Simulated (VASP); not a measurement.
Here is a VASP 6.6.1 calculation.

run.py

```python
from ase.calculators.vasp import Vasp
from ase.filters import FrechetCellFilter
from ase.io import read
from ase.optimize import BFGS

atoms = read('KCl.xyz')
calc = Vasp(
    directory='calc',
    xc='rev-vdw-df2',
    pp='PBE',
    setups='recommended',
    prec='Accurate',
    encut=600,
    ediff=1e-06,
    ismear=0,
    sigma=0.05,
    lreal=False,
    lasph=True,
    nelm=100,
    algo='Normal',
    isif=2,
    lwave=False,
    lcharg=False,
    kpts=[7, 7, 7],
    gamma=True,
)
atoms.calc = calc
opt = BFGS(FrechetCellFilter(atoms), trajectory='relax.traj')
converged = opt.run(fmax=0.01, steps=40)
print('converged:', converged)

print('energy (eV):', atoms.get_potential_energy())
print('free energy (eV):', atoms.get_potential_energy(force_consistent=True))
print('forces (eV/A):')
print(atoms.get_forces())
print('stress (eV/A^3, Voigt):', atoms.get_stress())
print('Fermi level (eV):', calc.get_fermi_level())
print('cell (A, degrees):', atoms.cell.cellpar())
print('volume (A^3):', atoms.get_volume())
print('scaled positions:')
print(atoms.get_scaled_positions())
```

File KCl.xyz:

```xyz
2
Lattice="0.0000000000 3.1464700000 3.1464700000 3.1464700000 0.0000000000 3.1464700000 3.1464700000 3.1464700000 0.0000000000" Properties=species:S:1:pos:R:3 pbc="T T T"
K      0.0000000000      0.0000000000      0.0000000000
Cl     3.1464700000      3.1464700000      3.1464700000
```

Potentials or basis: VASP PAW PBE potentials, release 64 (K_sv, Cl).

The run is started by

```sh
$ python run.py
```

(1) What does it give for the space group after relaxing (to 0.05 Å)?

(2) Predict the band gap on the k mesh.

(3) Estimate the relaxed cell.

Results:

(1) Fm-3m (No. 225).

(2) 5.04 eV, direct.

(3) a = 4.433 Å, b = 4.433 Å, c = 4.433 Å, α = 60.00°, β = 60.00°, γ = 60.00°.

Caveat: the PAW data sets were made with another functional, which shifts forces and pressure a little; an odd mesh through Γ misses points on the zone boundary, where band edges often lie.
